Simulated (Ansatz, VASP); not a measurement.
## One calculation of ZrC, two programs

```
Zr C
1.0
     0.00000    2.30017    2.30017
     2.30017    0.00000    2.30017
     2.30017    2.30017    0.00000
Zr C
1 1
Direct
  0.50000 0.50000 0.50000
  0.00000 0.00000 0.00000
```

Alike in both runs: task single point; functional PBE; k mesh 8 × 8 × 8; occupations fermi-dirac, width 0.05 eV; no spin polarisation.

|  | VASP | Ansatz |
| --- | --- | --- |
| version | VASP 6.6.1 | Ansatz 0.2.0 |
| potentials or method | VASP PAW PBE potentials, release 64 (Zr_sv, C) | plane waves, PAW |
| plane-wave cutoff (eV) | 520 | 490 |
| valence electrons in the cell | 16 | 16 |

Ansatz gave:

| Property | Result |
| --- | --- |
| pressure (GPa) | 17.9 |

Which values does VASP return?

Pressure (GPa): 18.2.

Caveats: so large a pressure means that the cell lies far from this level's equilibrium, or that cutoff or potentials fall short (VASP).
